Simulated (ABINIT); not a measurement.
The system is ZnS (Wurtzite-2H).

```
CELL_PARAMETERS angstrom
3.81100 0.00000 0.00000
-1.90550 3.30042 0.00000
0.00000 0.00000 6.23400
ATOMIC_POSITIONS crystal
Zn 0.66667 0.33333 0.50000
Zn 0.33333 0.66667 0.00000
S 0.66667 0.33333 0.88500
S 0.33333 0.66667 0.38500
```

Base run:

| Quantity | Value |
| --- | --- |
| Program | ABINIT 10.8.3 (patched build) |
| Functional | BLYP |
| Potentials or basis | JTH PAW PBE v2.0 |
| Cutoff | 707 eV |
| k mesh | 8 × 8 × 5 |
| Occupations | fermi-dirac, width 0.05 eV |
| Spin | no spin polarisation |

Its results: band gap on the k mesh 2.22 eV, direct; pressure 6.3 GPa; largest force 0.339 eV/Å.

The run is repeated on the same cell with these changes: functional from BLYP to PBE. What comes out?

Band gap on the k mesh 2.24 eV, direct; pressure 2.3 GPa; largest force 0.320 eV/Å.

PBE binds more tightly than BLYP, so the same cell stands under less pressure.

Caveats: the PAW data sets were made with another functional, which shifts forces and pressure a little (some runs).

